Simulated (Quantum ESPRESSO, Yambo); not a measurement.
# How the form of the self-energy moves the gap of SiC (P6_3mc), part 2 of 2

How much does the gap of SiC (P6_3mc) depend on the approximation to the self-energy?

Quantum ESPRESSO 7.5 and Yambo 5.3.0; PBE and many-body steps on it, plane waves. Known limits of the many-body steps: not at the basis limit; coarse k mesh.

So far. Step 2 (Empty states on the mesh, 3×3×4 mesh, 495 bands): On this mesh the gap is 2.275 eV. Step 4 (G0W0, Godby-Needs plasmon pole): The gap on the mesh goes from 2.28 eV to 3.01 eV, a correction of +0.73 eV.

**5. One-shot COHSEX**

This step: one-shot COHSEX on PBE, plane waves, norm-conserving pseudopotentials.

Input file gw4.in:

```
HF_and_locXC
gw0
dyson
cohsex
em1s
rim_cut
RandQpts= 1000000
RandGvec= 1 RL
EXXRLvcs= 74 Ry
VXCRLvcs= 296 Ry
Chimod= "HARTREE"
% BndsRnXs
 1 | 206 |
%
NGsBlkXs= 17 Ry
% LongDrXs
 1 | 1 | 1 |
%
% GbndRnge
 1 | 206 |
%
DysSolver= "n"
ExtendOut
% QPkrange
 1 | 1 | 7 | 10 |
 7 | 7 | 7 | 10 |
 4 | 4 | 7 | 10 |
%
```

The run is started by

```sh
> OMP_NUM_THREADS=1 mpirun -n 4 yambo -F gw4.in -J gw4 -C gw4 > gw4.log
```

Output:

```text
 Yambo, version 5.3.0

 [02] CORE Variables Setup
 =========================

  [... cell, symmetries and grids as in the set-up ...]

  [02.05] Energies & Occupations
  ==============================

  [X] === General ===
  [X] Electronic Temperature                        :  0.000000  0.000000 [eV K]
  [X] Bosonic    Temperature                        :  0.000000  0.000000 [eV K]
  [X] Finite Temperature mode                       : no
  [X] El. density                                   :  0.38765E+24 [cm-3]
  [X] Fermi Level                                   :  9.679822 [eV]

  [X] === Gaps and Widths ===
  [X] Conduction Band Min                           :  2.275274 [eV]
  [X] Valence Band Max                              :  0.000000 [eV]
  [X] Filled Bands                                  :   8
  [X] Empty Bands                                   :     9   495
  [X] Direct Gap                                    :  4.293375 [eV]
  [X] Direct Gap localized at k                     :   4
  [X] Indirect Gap                                  :  2.275274 [eV]
  [X] Indirect Gap between kpts                     :   1   7
  [X] Last valence band width                       :  3.841673 [eV]
  [X] 1st conduction band width                     :  3.637217 [eV]

 [03] Transferred momenta grid and indexing
 ==========================================

 IBZ Q-points                                      :  10
 BZ  Q-points                                      :   36

 K/Q-points units:
 rlu = crystal or reduced units; cc = cartesian coordinates; iku = interal k-units

 Q [ 1]         [rlu]:  0.000000  0.000000  0.000000
 Q [ 2]         [rlu]:  0.000000  0.000000  0.250000
 Q [ 3]         [rlu]:  0.000000  0.000000 -0.500000
[...]
PP Number of Atomic Species                      :  2
  NLCC RL compoments                               :  23897

 [xc] E_xc :  -6.122893 [Ha]
      E_xc :  -12.24579 [Ry]

  Local XC kind (lXC) : Perdew, Burke & Ernzerhof(X)+Perdew, Burke & Ernzerhof(C)
  Non-Local XC kind (nlXC) : Hartree-Fock

  Corrections @ K [1] :  [eV]
 <7|nlXC|7> = -17.90070 -0.75369E-17 <7|lXC|7> = -15.07649 -0.37763E-15
 <8|nlXC|8> = -17.89996  0.23054E-17 <8|lXC|8> = -15.07649  0.18882E-15
 <9|nlXC|9> = -6.642601 -0.31287E-17 <9|lXC|9> = -12.10977  0.000000
[...]
Corrections @ K [4] :  [eV]
[...]
Corrections @ K [7] :  [eV]
[...]
<9|nlXC|9> = -5.496468 -0.35002E-19 <9|lXC|9> = -9.860270 -0.51630E-17
 <10|nlXC|10> = -6.335978 -0.19368E-18 <10|lXC|10> = -12.29223 -0.28323E-15

 [08] Dyson equation: Newton solver
 ==================================

 [Newton] Sc step       :  0.100000 [eV]
 [Newton] Sc steps      :  1

  [08.01] G0W0 (COHSEX)
  =====================

  [  GW  ] Bands range     :   1  10

  QP @ state[ 1 ] K range:  1  1
  QP @ state[ 1 ] b range:   7  10
  QP @ state[ 2 ] K range:   4   4
  QP @ state[ 2 ] b range:   7  10
  QP @ state[ 3 ] K range:   7   7
  QP @ state[ 3 ] b range:   7  10

   Sc Empty Bands                                   : no
   Sc bands terminator                              : no
   Sx RL components                                 :  2997

   QP @ state[ 1 ] K range                          :  1  1
   QP @ state[ 1 ] b range                          :   7  10
   QP @ state[ 2 ] K range                          :   4   4
   QP @ state[ 2 ] b range                          :   7  10
   QP @ state[ 3 ] K range                          :   7   7
   QP @ state[ 3 ] b range                          :   7  10
   GF WF`s kind                                     : Perdew, Burke & Ernzerhof(X)+Perdew, Burke & Ernzerhof(C)
   Xs energies kind                                 : Perdew, Burke & Ernzerhof(X)+Perdew, Burke & Ernzerhof(C)
   Xs WF`s kind                                     : Perdew, Burke & Ernzerhof(X)+Perdew, Burke & Ernzerhof(C)

 [11] Game Over & Game summary
```

Wall time 49 s (4 MPI ranks of Arm Neoverse V1, shared host); peak memory 1.6 GiB.

Numbers from this step:

```yaml
quasiparticle_gap_on_the_points_computed: 4.275 eV
starting_gap_on_the_mesh: 2.275 eV
k_of_the_valence_top: 0, 0, 0
k_of_the_conduction_bottom: 0.3333, 0.3333, 0
least_direct_quasiparticle_gap_on_the_computed_points: 6.498 eV
z_at_the_valence_top: 1
z_at_the_conduction_bottom: 1
```

Against G0W0 in Yambo (3×3×4 mesh, 206 bands, screening to 231.3 eV, Godby-Needs plasmon pole), the gap moves by +1.267 eV.

**6. One-shot Hartree-Fock**

This step: one-shot Hartree-Fock on PBE, plane waves, norm-conserving pseudopotentials.

Input file gw5.in:

```
HF_and_locXC
rim_cut
RandQpts= 1000000
RandGvec= 1 RL
EXXRLvcs= 74 Ry
VXCRLvcs= 296 Ry
% QPkrange
 1 | 1 | 7 | 10 |
 7 | 7 | 7 | 10 |
 4 | 4 | 7 | 10 |
%
```

The run is started by

```sh
> OMP_NUM_THREADS=1 mpirun -n 4 yambo -F gw5.in -J gw5 -C gw5 > gw5.log
```

Output:

```text
 Yambo, version 5.3.0

 [02] CORE Variables Setup
 =========================

  [... cell, symmetries and grids as in the set-up ...]

  [02.05] Energies & Occupations
  ==============================

  [X] === General ===
  [X] Electronic Temperature                        :  0.000000  0.000000 [eV K]
  [X] Bosonic    Temperature                        :  0.000000  0.000000 [eV K]
  [X] Finite Temperature mode                       : no
  [X] El. density                                   :  0.38765E+24 [cm-3]
[...]
Local XC kind (lXC) : Perdew, Burke & Ernzerhof(X)+Perdew, Burke & Ernzerhof(C)
  Non-Local XC kind (nlXC) : Hartree-Fock

  Corrections @ K [1] :  [eV]
 <7|nlXC|7> = -17.90070 -0.75369E-17 <7|lXC|7> = -15.07649 -0.37763E-15
 <8|nlXC|8> = -17.89996  0.23054E-17 <8|lXC|8> = -15.07649  0.18882E-15
 <9|nlXC|9> = -6.642601 -0.31287E-17 <9|lXC|9> = -12.10977  0.000000
[...]
Corrections @ K [4] :  [eV]
[...]
Corrections @ K [7] :  [eV]
[...]
<9|nlXC|9> = -5.496468 -0.35002E-19 <9|lXC|9> = -9.860270 -0.51630E-17
 <10|nlXC|10> = -6.335978 -0.19368E-18 <10|lXC|10> = -12.29223 -0.28323E-15

 [08] Game Over & Game summary
```

It took 3 s on 4 MPI ranks; peak memory 1.2 GiB; 11 s of CPU time.

This step gave:

```
quasiparticle gap on the mesh                         : 9.463 eV
starting gap on the mesh                              : 2.275 eV
k of the valence top                                  : 0, 0, 0
k of the conduction bottom                            : 0.3333, 0.3333, 0
least direct quasiparticle gap on the computed points : 12.35 eV
```

Against G0W0 in Yambo (3×3×4 mesh, 206 bands, screening to 231.3 eV, Godby-Needs plasmon pole), the gap moves by +6.455 eV.

**7. Side by side**

Times are wall times on 4 MPI ranks of Arm Neoverse V1, shared host, good to a factor of about two.

```
                           run   mesh  bands  screening cutoff (eV)  DFT gap (eV)  gap on the mesh (eV)  direct (eV)     time
G0W0, Godby-Needs plasmon pole  3×3×4    206                  231.3         2.275                 3.007        5.244  2.5 min
               one-shot COHSEX  3×3×4    206                  231.3         2.275                 4.275        6.498     49 s
         one-shot Hartree-Fock  3×3×4      -                      -         2.275                 9.463       12.348      3 s
```

**8. Summary of results**

```
G0W0, Godby-Needs plasmon pole : 3.007 eV
one-shot COHSEX                : 4.275 eV
one-shot Hartree-Fock          : 9.463 eV
known limits                   : not at the basis limit; coarse k mesh
```

One-shot COHSEX: +1.267 eV against G0W0, Godby-Needs plasmon pole. One-shot Hartree-Fock: +6.455 eV against G0W0, Godby-Needs plasmon pole. Bare exchange alone opens the gap to 9.46 eV; against G0W0, correlation takes back 6.46 eV. Static COHSEX lies above G0W0: it lacks the factor Z and overstates the Coulomb hole of the filled states. Against experiment, by G0W0, Godby-Needs plasmon pole: the gap of 3.01 eV lies −0.32 eV from the measured 3.33 eV (kind not stated, quoted 2020). These are gaps on the mesh, at modest bands and cutoff. The calculation has static nuclei and no excitons; a measured gap holds zero-point and thermal motion, which mostly lowers it. Bands and cutoff are finite, so the gap is not at the basis limit. The miss can reach some tenths of an eV and take either sign; the mesh is an error of its own. The 3×3×4 mesh is coarse for this cell, which bears on the long-range parts of exchange and screening.

[Paths, hosts, dates, memory and timing lines, banners, echoed tables and standing remarks are left out of the program output.]

[Logs are printed without paths, hosts, clocks, repeated set-up lines and the standing remarks that a program may print on its own settings, such as how far it seeks lower states.]

[Runs of the session that timed out or met a known fault of the program may be left out.]

[Hosts, paths, dates, database ids (printed as entryN), source tags and the programs' standing remarks are cut or masked in the printed files.]
